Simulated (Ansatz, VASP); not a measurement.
# ZnSe (Stilleite): VASP beside Ansatz

INCAR

```
PREC = Accurate
ENCUT = 520
EDIFF = 1E-6
ISMEAR = -1
SIGMA = 0.05
LREAL = False
LASPH = True
NELM = 100
ALGO = Normal
ISIF = 2
LWAVE = False
LCHARG = True
GGA = PE
LELF = True
LVHAR = True
NBANDS = 16
```

File KPOINTS:

```
Automatic mesh
0
Gamma
  8 8 8
```

Contents of POSCAR:

```
ZnSe
1.0
    0.0000000000      2.7759511149      2.7759511149
    2.7759511149      0.0000000000      2.7759511149
    2.7759511149      2.7759511149      0.0000000000
Se Zn
1 1
Direct
    0.7500000000      0.7500000000      0.7500000000
    0.0000000000      0.0000000000      0.0000000000
```

input.yaml

```yaml
crystal:
  lattice:
    - [0.0, 2.7759511149, 2.7759511149]
    - [2.7759511149, 0.0, 2.7759511149]
    - [2.7759511149, 2.7759511149, 0.0]
  atoms:
    - { symbol: Se, position: [0.75, 0.75, 0.75] }
    - { symbol: Zn, position: [0.0, 0.0, 0.0] }
hamiltonian:
  xc: pbe
  pseudopotentials: { kind: paw, azcp: { folder: soft_1 } }
kpoints:
  mp_grid: { grid: [8, 8, 8] }
scf:
  occupations: { method: fermi_dirac, width: 0.05 }
output:
  forces: true
  stress: true
  eigenvalues: true
  write_density: true
  write_potential: true
  elf: true
  volumetric_format: npy
```

Alike in both runs: task single point; functional PBE; k mesh 8 × 8 × 8; occupations fermi-dirac, width 0.05 eV; no spin polarisation.

|  | VASP | Ansatz |
| --- | --- | --- |
| version | VASP 6.6.1 | Ansatz 0.2.0 |
| potentials or method | VASP PAW PBE potentials, release 64 (Se, Zn) | Ansatz PAW soft_1 |
| plane-wave cutoff (eV) | 520 | 420 |
| valence electrons in the cell | 18 | 28 |

|  | VASP | Ansatz | Ansatz less VASP |
| --- | --- | --- | --- |
| gap on the k mesh at the Fermi level (eV) | 1.55 | 1.54 | -0.009 |
| least direct gap on the mesh (eV) | 1.55 | 1.54 | -0.009 |
| pressure (GPa) | 7.1 | 6.8 | -0.29 |

The two sets of potentials don't hold the same shells in valence.

PBE gaps usually lie below the measured ones, often by a third to a half.
